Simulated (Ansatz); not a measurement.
# 1T-SnSTe monolayer in a perpendicular field, part 2 of 2

Wanted: the out-of-plane response of the 1T-SnSTe monolayer. A positive field points along +c.

Ansatz 0.2.0; plane-wave DFT, PBE-D3(BJ), Ansatz PAW.

So far. Step 2 (Relaxation): The lattice constant a goes from 3.742 to 3.847 Å.

### Step 3. Atoms held, field 0

A sawtooth potential applies the field, turning back in the middle of the vacuum. With the dipole correction the typed value is the field outside the slab. The induced dipole is small, so the SCF threshold is tight.

The cell differs from the one that the last finished run ended in (c 35.831 → 21.332 Å).

Input file input.yaml:

```yaml
crystal:
  lattice:
    - [3.8468342358, 0.0, 0.0]
    - [-1.9234171179, 3.3314561724, 0.0]
    - [0.0, 0.0, 21.3318287162]
  atoms:
    - { symbol: Te, position: [0.6666666667, 0.3333333333, 0.4219047565] }
    - { symbol: Sn, position: [0.0, 0.0, 0.5112799837] }
    - { symbol: S, position: [0.3333333333, 0.6666666667, 0.5780952435] }
kpoints:
  mp_grid: { grid: [12, 12, 1] }
  band_path:
    path: [[0, 0, 0], [0.5, 0, 0], [0.33333333, 0.33333333, 0], [0, 0, 0]]
    npoints: 16
hamiltonian:
  xc: pbe
  dispersion: d3bj
scf:
  occupations: { method: fermi_dirac, width: 0.02585 }
  convergence: { dr2_threshold: 1.0e-10 }
efield:
  axis: 3
  dipole_correction: true
  ramp_position: 0.97
  ramp_width: 0.06
  amplitude: 0
output:
  dos: { projected: true, e_range: [-6, 5] }
  write_potential: true
  write_density: true
  volumetric_format: npy
  elf: true
```

The run is started by

```bash
$ ansatz run input.yaml --threads 2 --pin off --max-ram 3072MiB --backend cpu --events-out ev --progress --plain --runs-dir out
```

Numbers of over 12 decimals in the logs are rounded to 6 here.

Output:

```text
[...]
Crystal: 3 atoms, lattice volume = 273.379 Å³
Basis set: ecut = 420 eV, 5351 PW (Γ)
Bands: 22, of which v1, the nominal top of the filled ones, is band 18 counted from 1 (17 counted from 0)
Symmetry: 6 space group operations
[...]
k-points: 19 of 144 (time reversal used)
[...]
SCF iter   1: F=—  HF=-13907.474196 eV  |F-HF|=—  |Δ(HF+E_count)|=         —  Δρ=2.72e-3  dr2=2.10e-1  ethr=1.77e-3  p=-0.084 e·Å  D=-5.59e-2 V/Å  ΔV_dip=1.19 eV  dr2_dipole=5.50e-2  V_vac-E_F(+/−)=5.70/4.51 eV  ⟨swp⟩=10.3  Hψ=2577  notcnv=0
efield: sawtooth ramp at fractional position 0.9700 (set: `efield.ramp_position`, or a place that a band, a saddle search or an elastic batch's reference lends), width 0.0600; the density the first Hamiltonian is built on has a dipole p = -0.084 e·Å; the dipole correction subtracts the counter field D = -5.59e-2 V/Å, which shifts the + side's vacuum level by +1.19 eV against the − side's; the planar-averaged density in the ramp window peaks in size at 5.0e-6 e/Å³
[...]
SCF iter   2: F=—  HF=-13907.501173 eV  |F-HF|=—  |Δ(HF+E_count)|=   2.70e-2  Δρ=4.12e-3  dr2=5.14e-1  ethr=5.85e-4  p=0.001 e·Å  D=5.51e-4 V/Å  ΔV_dip=-0.01 eV  dr2_dipole=1.39e-1  V_vac-E_F(+/−)=5.11/5.12 eV  ⟨swp⟩=3.2  Hψ=721  notcnv=1  recentre
[...]
SCF iter  11: F=-13907.453664 eV  HF=-13907.453664 eV  |F-HF|=4.18e-11  |Δ(HF+E_count)|=  4.42e-10  Δρ=6.11e-8  dr2=1.15e-11  ethr=1.00e-12  p=-0.049 e·Å  D=-3.23e-2 V/Å  ΔV_dip=0.69 eV  dr2_dipole=1.45e-12  V_vac-E_F(+/−)=5.45/4.76 eV  ⟨swp⟩=3.5  Hψ=1127  notcnv=0
SCF 1 converged in 11 iterations: F = -13907.453664 eV  dr2 = 1.15e-11
[...]
NSCF: frozen V_eff on 49 k-points
efield: sawtooth ramp at fractional position 0.9700 (kept from the solve that this one continues, or follows in the run), width 0.0600; the density the first Hamiltonian is built on has a dipole p = -0.049 e·Å; the dipole correction subtracts the counter field D = -3.23e-2 V/Å, which shifts the + side's vacuum level by +0.69 eV against the − side's; the planar-averaged density in the ramp window peaks in size at 2.7e-6 e/Å³
WARN: The output density's exchange-correlation potential varies sharply where the density is thin. Do not read a vacuum level from v_tot or v_xc, or from such a field of the output density. On a cell that repeats whose density bears no net charge and no dipole along the vacuum's axis use v_es (v_loc + v_h of the components); under efield.dipole_correction with no amplitude use v_es + v_field, which holds any externa [...]
SCF converged after 11 iterations
Free energy (F): -13907.453664 eV
[...]
Internal energy: -13907.450953 eV  (E = F + TS)
E sigma→0 (E₀):  -13907.452309 eV
Entropy (-TS):   -0.002710 eV (-0.903 meV/atom)
Fermi energy:    -1.069625 eV
Dipole field:    D = -0.032279 V/Å  (p = -0.048767 e·Å, saw-weighted, corrected)
Work function:   Φ+ = 5.4474 eV   Φ− = 4.7589 eV
Levels:          The Fermi level and band energies are counted from a zero that moves with the ramp; work functions are not
[...]
--- Band table (eV; the first three rows and the last of 19) ---
  k-point 0: bands = [... 14 lower, -3.0048, -3.0048, -0.7833, -0.7833, -0.5680, 1.9339, 2.6138, 2.6138]
  k-point 1: bands = [... 14 lower, -3.1455, -3.1056, -1.4360, -0.8761, -0.2062, 2.1564, 2.5848, 2.7705]
  k-point 2: bands = [... 14 lower, -3.3605, -3.0814, -2.4877, -1.1003, 0.0935, 1.9271, 3.1197, 3.1416]
  k-point 18: bands = [... 14 lower, -5.1934, -5.1076, -3.0077, -2.5343, -0.4983, 2.6642, 3.2553, 3.9337]
```

Run time: 11 s. Hardware: 2 threads of Arm Neoverse V2, shared host; peak memory 0.52 GiB.

In the SCF lines HF is the Harris–Foulkes energy and dr2 the Hartree energy of the density residual, in eV; the loop may stop once dr2 is under the threshold and the program's other checks hold. Hψ counts applications of the Hamiltonian.

Numbers from this step:

```
energy at zero smearing        : -13907.4523 eV
work function, upper face      : 5.447 eV
work function, lower face      : 4.759 eV
dipole along the normal        : -0.04877 e·Å
step between the vacuum levels : 0.6886 eV
```

Running mean over a fixed 2.5 Å (it still follows the layers) of the planar mean; the ramp of the sawtooth is left out. Electron's electrostatic potential energy less the Fermi level against z:

z (Å), electron's electrostatic potential energy less the Fermi level (eV) and a bar from the least value:
```
     2.96       4.76 ############################
     3.41       4.76 ############################
     3.85       4.76 ############################
     4.15       4.76 ############################
     4.59       4.76 ############################
     5.04       4.75 ############################
     5.48       4.75 ############################
     5.93       4.71 ############################
     6.22       4.65 ###########################
     6.67       4.37 ###########################
     7.11       3.50 ########################
     7.56       2.45 ####################
     8.00       1.72 ##################
     8.44       0.48 ##############
     8.74      -0.40 ###########
     9.18      -1.57 #######
     9.63      -1.93 ######
    10.07      -2.13 #####
    10.52      -3.10 ##
    10.81      -3.53 #
    11.26      -3.83 
    11.70      -3.62 #
    12.15      -2.75 ###
    12.59      -1.50 ########
    12.89      -0.34 ###########
    13.33       1.60 ##################
    13.78       3.43 #######################
    14.22       4.79 ############################
    14.67       5.28 #############################
    15.11       5.41 ##############################
    15.41       5.43 ##############################
    15.85       5.44 ##############################
    16.30       5.45 ##############################
    16.74       5.45 ##############################
    17.18       5.45 ##############################
    17.48       5.45 ##############################
    17.92       5.45 ##############################
    18.37       5.45 ##############################
```

The density of states has structure finer than the step of the table below, so its rows give means over 0.2 eV, whole bins alone (the curve runs from -6 to 1.99 eV). Peaks (eV: height): -3.11: 8.05, -2.03: 9.26, -1.95: 5.23, -1.67: 7.16, -1.62: 6.62, -1.45: 5.74, 1.17: 4.86.

The density of states by energy, zero at the Fermi level; means over each step:

| energy (eV) | density of states (states/eV a cell) |
| --- | --- |
| -5.4 | 0 |
| -5.2 | 0.00913 |
| -5.0 | 1.16 |
| -4.8 | 1.72 |
| -4.6 | 2.24 |
| -4.4 | 0.959 |
| -4.2 | 1.69 |
| -4.0 | 1.62 |
| -3.8 | 1.79 |
| -3.6 | 1.92 |
| -3.4 | 2.32 |
| -3.2 | 3.74 |
| -3.0 | 3.14 |
| -2.8 | 1.82 |
| -2.6 | 1.59 |
| -2.4 | 1.30 |
| -2.2 | 1.31 |
| -2.0 | 3.53 |
| -1.8 | 2.91 |
| -1.6 | 3.30 |
| -1.4 | 2.53 |
| -1.2 | 1.79 |
| -1.0 | 1.59 |
| -0.8 | 1.64 |
| -0.6 | 1.19 |
| -0.4 | 0.905 |
| -0.2 | 1.03 |
| 0.0 | 1.29 |
| 0.2 | 1.29 |
| 0.4 | 1.11 |
| 0.6 | 2.23 |
| 0.8 | 1.63 |
| 1.0 | 1.60 |
| 1.2 | 1.43 |
| 1.4 | 0 |

Projected DOS per atom over height of the atomic layer and energy from the Fermi level. Layers: Te Sn S from below.

Ten even steps from '_' (0.00 states/eV) to '@' (2.09 states/eV), each cell a mean:
```
______
______
::::::
----::
::....
--....
--____
++__..
++__::
##__==
@@__##
::__++
....==
::::**
----##
::::==
::::--
....::
::----
______
______
______
```
Columns: height of the atomic layer (Å) from 9 to 12.3 (not evenly spaced); rows upwards: energy from the Fermi level (eV) from -5.96 to 1.96.

The electronic bands at the labelled points (eV, zero at the Fermi level):

| point | band 15 | band 16 | band 17 | band 18 | band 19 | band 20 | band 21 | band 22 |
| --- | --- | --- | --- | --- | --- | --- | --- | --- |
| Γ | -1.94 | -1.94 | 0.29 | 0.29 | 0.50 | 3.00 | 3.68 | 3.68 |
| halfway | -2.60 | -2.52 | -1.74 | -0.29 | 0.84 | 3.10 | 4.46 | 4.49 |
| M | -3.13 | -3.13 | -1.61 | -0.72 | -0.29 | 3.19 | 3.98 | 4.45 |
| halfway | -3.92 | -3.24 | -1.71 | -1.48 | 0.43 | 3.94 | 4.14 | 4.31 |
| K | -4.12 | -4.04 | -1.94 | -1.46 | 0.57 | 3.73 | 4.33 | 5.00 |
| halfway | -3.56 | -2.32 | -1.75 | -0.99 | 1.18 | 3.74 | 3.77 | 4.71 |
| Γ | -1.94 | -1.94 | 0.29 | 0.29 | 0.50 | 3.00 | 3.68 | 3.68 |

The electronic bands as a text plot (rows in eV, shown from -7.8 to 3.7 only):

```
    3.4 |***         *******  ****           ******   ***********
    3.0 |** *********       **                                 **
    2.5 |
    2.0 |
    1.5 |
    1.0 |   ********                            *************
    0.6 |***        **            **************             ****
    0.1 |********     ****     ***                        *******
   -0.4 |   *    ******** *****                        ***   **
   -0.9 |    **          *******                    ***   ***
   -1.3 |      *                ********************     *
   -1.8 |************************************** *****************
   -2.3 |***********                           *   ****   *******
   -2.8 |    **    ******                       ***    ******
   -3.3 |      **     ***************        ***      ****
   -3.7 |        ***             *** **** ***   *******
   -4.2 |           **              ************ ***
   -4.7 |             ****        ***************
   -5.2 |                 ********
   -5.7 |
   -6.1 |********                                        ********
   -6.6 |        ****                               *****
   -7.1 |            ****                       ****
   -7.6 |                ***********************
         Γ                   M           K                      Γ
```

Electrostatic potential energy in the ca plane at fractional y = 0.000, with atoms of Sn within 0.2 Å of it. With pseudopotentials it is smooth inside the atoms' cores, unlike the true potential.

Ten even steps from '0' (-15 eV) to '9' (4 eV), each cell a mean:
```
99999999999999999998861299405799999999999999
99999999999999999988873011026899999999999999
99999999999999999877776421367899999999999999
99999999999999998865567766777789999999999999
99999999999999998753357888876689999999999999
99999999999999998753467777777789999999999999
99999999999999999876677655677889999999999999
99999999999999999888775100147899999999999999
99999999999999999998862066115899999999999999
99999999999999999998850499604799999999999999
```
Columns run along c (16.0 Å, from fractional 0.09 to 0.84 of the cell; values clipped at the 3rd and 97th percentile), rows up along a (3.8 Å). Atoms in or near the plane, at fractional coordinates: Sn at (0.51, 0.00).

ELF in the ca plane at fractional y = 0.000, with atoms of Sn within 0.2 Å of it. It is the smooth field of the valence electrons, not physical close to the nuclei.

Ten even steps from '0' (0.00) to '9' (0.73), each cell a mean:
```
00000000000000013330003320000000000000000000
00000000000112334433233332100000000000000000
00000000002457777643334565421000000000000000
00000000014789888753236898863100000000000000
00000000025899877742137999974200000000000000
00000000025899878752236899874100000000000000
00000000013578888753335777642000000000000000
00000000001234555543333443210000000000000000
00000000000001123431013321000000000000000000
00000000000000013320003320000000000000000000
```
Columns run along c (16.0 Å, from fractional 0.17 to 0.92 of the cell), rows up along a (3.8 Å). Atoms in or near the plane, at fractional coordinates: Sn at (0.51, 0.00).

Valence density in the ca plane at fractional y = 0.000, with atoms of Sn within 0.2 Å of it. It is the smooth field of the valence electrons, not physical close to the nuclei.

Ten steps, logarithmic in the rise over the least value, from '0' (0 e/Å³) to '9' (13 e/Å³), each cell a mean:
```
00000000000000000000113699741000000000000000
00000000000000000001112466421100000000000000
00000000000000000111222223221110000000000000
00000000000000000122222111122210000000000000
00000000000000000122221111122211000000000000
00000000000000000122221111122211000000000000
00000000000000000112222222222110000000000000
00000000000000000011122344321100000000000000
00000000000000000001113578631000000000000000
00000000000000000000113799741000000000000000
```
Columns run along c (16.0 Å, from fractional 0.09 to 0.84 of the cell), rows up along a (3.8 Å). Atoms in or near the plane, at fractional coordinates: Sn at (0.51, 0.00).

The work function of the upper face is 5.45 eV.

### Step 4. Single point, field 0.1 V/Å

input.yaml: that of step 3 with these lines changed.

```diff
@@ -25,5 +25,4 @@
   ramp_width: 0.06
-  amplitude: 0
+  amplitude: 0.1
 output:
-  dos: { projected: true, e_range: [-6, 5] }
   write_potential: true
@@ -31,2 +30 @@
   volumetric_format: npy
-  elf: true
```

Output:

```text
[...]
Crystal: 3 atoms, lattice volume = 273.379 Å³
Basis set: ecut = 420 eV, 5351 PW (Γ)
Bands: 22, of which v1, the nominal top of the filled ones, is band 18 counted from 1 (17 counted from 0)
Symmetry: 6 space group operations
[...]
k-points: 19 of 144 (time reversal used)
[...]
--- Band table (eV; the first three rows and the last of 19) ---
  k-point 0: bands = [... 14 lower, -3.0128, -3.0128, -0.8031, -0.8031, -0.5815, 1.9009, 2.5997, 2.5997]
  k-point 1: bands = [... 14 lower, -3.1579, -3.1138, -1.4559, -0.8957, -0.2201, 2.1340, 2.5333, 2.7564]
  k-point 2: bands = [... 14 lower, -3.3692, -3.0943, -2.5070, -1.1194, 0.0786, 1.9052, 3.0487, 3.1054]
  k-point 18: bands = [... 14 lower, -5.2066, -5.1218, -3.0185, -2.5555, -0.5148, 2.6439, 3.2379, 3.9122]
[key lines of the parts left out:]
SCF converged after 11 iterations
Free energy (F): -13907.450757 eV
Fermi energy:    -1.087266 eV
Dipole field:    D = -0.006202 V/Å  (p = -0.009369 e·Å, saw-weighted, corrected)
```

Wall time 10 s (2 threads); peak memory 0.49 GiB.

The dipole is -0.00937 e·Å, 0.0394 e·Å from its value without field.

### Step 5. Single point, field -0.1 V/Å

input.yaml: that of step 4 with these lines changed.

```diff
@@ -25,3 +25,3 @@
   ramp_width: 0.06
-  amplitude: 0.1
+  amplitude: -0.1
 output:
```

Output:

```text
[...]
Crystal: 3 atoms, lattice volume = 273.379 Å³
Basis set: ecut = 420 eV, 5351 PW (Γ)
Bands: 22, of which v1, the nominal top of the filled ones, is band 18 counted from 1 (17 counted from 0)
Symmetry: 6 space group operations
[...]
k-points: 19 of 144 (time reversal used)
[...]
--- Band table (eV; the first three rows and the last of 19) ---
  k-point 0: bands = [... 14 lower, -2.9978, -2.9978, -0.7645, -0.7645, -0.5559, 1.9624, 2.6268, 2.6268]
  k-point 1: bands = [... 14 lower, -3.1341, -3.0984, -1.4171, -0.8576, -0.1936, 2.1751, 2.6233, 2.7836]
  k-point 2: bands = [... 14 lower, -3.3528, -3.0696, -2.4693, -1.0822, 0.1072, 1.9454, 3.1331, 3.2047]
  k-point 18: bands = [... 14 lower, -5.1814, -5.0944, -2.9979, -2.5141, -0.4828, 2.6832, 3.2713, 3.9539]
[key lines of the parts left out:]
SCF converged after 11 iterations
Free energy (F): -13907.460509 eV
Fermi energy:    -1.053065 eV
Dipole field:    D = -0.058341 V/Å  (p = -0.088142 e·Å, saw-weighted, corrected)
```

Elapsed: 10 s, on 2 threads; peak memory 0.49 GiB.

The dipole is -0.0881 e·Å, -0.0394 e·Å from its value without field.

### Step 6. Response, atoms held

This step: plane-wave DFT, PBE-D3(BJ), Ansatz PAW; response to a field along the normal, atoms held (Ansatz 0.2.0).

The dipoles give the slope, and the difference of two potentials shows where the field is screened.

This step gave:

```
equivalent conductor thickness p/(ε₀AE) : 5.561 Å
distance between the outer atoms        : 3.332 Å
```

The dipole of the cell by applied field:

| applied field (V/Å) | dipole of the cell (e·Å) |
| --- | --- |
| -0.1000 | -0.0881 |
| 0.0000 | -0.0488 |
| 0.1000 | -0.00937 |

Local field over the applied field, running mean. From the potentials at -0.1 and 0.1 V/Å; running mean over 2.5 Å. Table of local field over applied field by z:

| z (Å) | local field over applied field |
| --- | --- |
| 4.5 | 0.997 |
| 5.0 | 0.992 |
| 5.5 | 0.979 |
| 6.0 | 0.944 |
| 6.5 | 0.868 |
| 7.0 | 0.735 |
| 7.5 | 0.565 |
| 8.0 | 0.387 |
| 8.5 | 0.219 |
| 9.0 | 0.0919 |
| 9.5 | 0.0378 |
| 10.0 | 0.0280 |
| 10.5 | 0.0271 |
| 11.0 | 0.0399 |
| 11.5 | 0.0722 |
| 12.0 | 0.128 |
| 12.5 | 0.239 |
| 13.0 | 0.400 |
| 13.5 | 0.579 |
| 14.0 | 0.746 |
| 14.5 | 0.878 |
| 15.0 | 0.951 |
| 15.5 | 0.983 |
| 16.0 | 0.994 |
| 16.5 | 0.998 |
| 17.0 | 0.999 |

Electrons, planar mean, per unit field. The induced electron density by z:

| z (Å) | induced electron density (e/Å³ per V/Å) |
| --- | --- |
| 4.5 | 1.1e-5 |
| 5.0 | 3.3e-5 |
| 5.5 | 9.9e-5 |
| 6.0 | 2.8e-4 |
| 6.5 | 7.0e-4 |
| 7.0 | 0.00165 |
| 7.5 | 0.00304 |
| 8.0 | 0.00324 |
| 8.5 | 0.00121 |
| 9.0 | 6.8e-4 |
| 9.5 | 6.0e-4 |
| 10.0 | -6.2e-4 |
| 10.5 | -8.0e-4 |
| 11.0 | 2.9e-4 |
| 11.5 | 4.8e-4 |
| 12.0 | -7.9e-4 |
| 12.5 | -0.00127 |
| 13.0 | -0.00312 |
| 13.5 | -0.00312 |
| 14.0 | -0.00161 |
| 14.5 | -6.4e-4 |
| 15.0 | -2.3e-4 |
| 15.5 | -7.5e-5 |
| 16.0 | -2.3e-5 |
| 16.5 | -6.9e-6 |
| 17.0 | -2.0e-6 |

By hand: between -0.1 and 0.1 V/Å the dipole changes by 0.07877 e·Å, a slope of 0.3939 e·Å²/V. A perfect conductor of thickness t has p = ε₀AEt, so t = 180.95 × 0.3939 / 12.816 = 5.56 Å (e/ε₀ = 180.95 V·Å, A in Å²).

The induced dipole is that of a conductor 5.56 Å thick.

### Step 7. Outcome

| Item | Value |
| --- | --- |
| gap without field | none |
| work function, upper face | 5.45 eV |
| step between the vacuum levels | 0.689 eV |
| equivalent conductor thickness, atoms held | 5.56 Å |

**Reading.** The induced dipole equals that of a perfect conductor 5.56 Å thick, while the outer atoms lie 3.33 Å apart. The two faces differ: the vacuum level above lies 0.69 eV higher than the one below. There is no gap over 0.03 eV, with or without the field. Spin-orbit coupling is left out, which matters for the bands of elements this heavy.

[Logs are printed without paths, hosts, clocks, repeated set-up lines and the standing remarks that a program may print on its own settings, such as how far it seeks lower states.]

[Hosts, paths, dates, database ids (printed as entryN), source tags and the programs' standing remarks are cut or masked in the printed files.]

[Maps of the electrostatic potential energy from Ansatz leave out the sawtooth potential of an applied field or a dipole correction, so their vacuum need not be flat; planar profiles and work functions include it.]

[The density of states shown here was stored with 400 of the rows of the run's finer table, so its peaks can read low, often by over a quarter, or be missed, and its means over a window can be off by a tenth or more.]
